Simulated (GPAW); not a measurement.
In:

```xyz
1
Lattice="-1.6255 1.6255 2.4737 1.6255 -1.6255 2.4737 1.6255 1.6255 -2.4737" Properties=species:S:1:pos:R:3 pbc="T T T"
In    0.0000    0.0000    0.0000
```

Base run:

```yaml
Program: GPAW 26.7.0
Functional: PBE
Potentials_or_basis: GPAW PAW data sets (gpaw-data 1.2.1)
Cutoff: 500 eV
Basis: pw
k_mesh: 9 × 9 × 9
Occupations: fermi-dirac, width 0.05 eV
Spin: no spin polarisation
```

Its results: band gap on the k mesh none (metal or under the smearing width); pressure 1.0 GPa.

The run is repeated on the same cell with these changes: functional from PBE to BLYP; potentials or basis from GPAW PAW data sets (gpaw-data 1.2.1) to PAW data sets generated in the run's folder for this functional. What comes out?

Band gap on the k mesh none (metal or under the smearing width); pressure 5.2 GPa.

Caveats: the cutoff is short for stress and forces, so pressures can be off by a GPa or more.
